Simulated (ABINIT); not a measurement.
Here is an ABINIT 10.8.3 (patched build) calculation.

run.abi

```
# Pseudopotentials
pp_dirpath "./"
pseudos "Ta.GGA_PBE-JTH.xml, K.GGA_PBE-JTH.xml, O.GGA_PBE-JTH.xml"

# Structure
acell 3*1.0
rprim
     7.5367947028     0.0000000000     0.0000000000
     0.0000000000     7.5367947028     0.0000000000
     0.0000000000     0.0000000000     7.5367947028
ntypat 3
znucl 73 19 8
natom 5
typat 1 2 3 3 3
xcart
     0.0000000000     0.0000000000     0.0000000000
     3.7683973514     3.7683973514     3.7683973514
     0.0000000000     0.0000000000     3.7683973514
     0.0000000000     3.7683973514     0.0000000000
     3.7683973514     0.0000000000     0.0000000000

# Plane-wave basis
ecut 23.0
pawecutdg 45.0

# k points
kptopt 1
ngkpt 6 6 6
nshiftk 1
shiftk 0.0 0.0 0.0

# Exchange and correlation
ixc -116133

# Bands and occupations
nband 24
occopt 3
tsmear 0.05 eV

# SCF cycle
nstep 100
tolvrs 1.0e-9

# Output
iomode 3
prtwf 0
prtden 0
prteig 0
prtebands 0
prtvol 2
```

Potentials or basis: JTH PAW PBE v2.0.

The run is started by

```console
$ abinit run.abi > log 2>&1
```

Question: Estimate the band gap on the k mesh.

Answer: 2.09 eV, indirect (least direct gap 2.70 eV).

Question: Predict the pressure.

Answer: -0.1 GPa.

Caveat: the PAW data sets were made with another functional, which shifts forces and pressure a little; spin-orbit coupling is left out, which moves the levels of the heavy elements; the atomic spheres overlap. A hybrid or GW would open this gap; PBEsol tends to underestimate it.
